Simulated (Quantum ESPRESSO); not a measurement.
The system is In.

```
In
1.0
    -1.62547    1.62547    2.47370
     1.62547   -1.62547    2.47370
     1.62547    1.62547   -2.47370
In
1
Direct
  0.00000 0.00000 0.00000
```

Base run:

```yaml
Program: Quantum ESPRESSO 7.5
Functional: PBE
Potentials_or_basis: SSSP 1.3 efficiency PBE
Cutoff: 748 eV
Density_cutoff: 5987 eV
k_mesh: 11 × 11 × 11
Occupations: fermi-dirac, width 0.05 eV
Spin: no spin polarisation
```

Its results: band gap on the k mesh none (metal or under the smearing width); pressure 2.0 GPa.

Task: The run is repeated on the same cell with these changes: potentials or basis from SSSP 1.3 efficiency PBE to PseudoDojo 0.4.1 SR LDA standard; cutoff from 748 eV to 952 eV; density cutoff from 5987 eV to 3810 eV; k mesh from 11 × 11 × 11 to 6 × 6 × 6. What comes out?

Result: Band gap on the k mesh none (metal or under the smearing width); pressure 1.2 GPa.

Caveats: some runs use coarse meshes; the potentials were made for another functional, which shifts forces and pressure (some runs).

Not every run made on this cell is shown here.
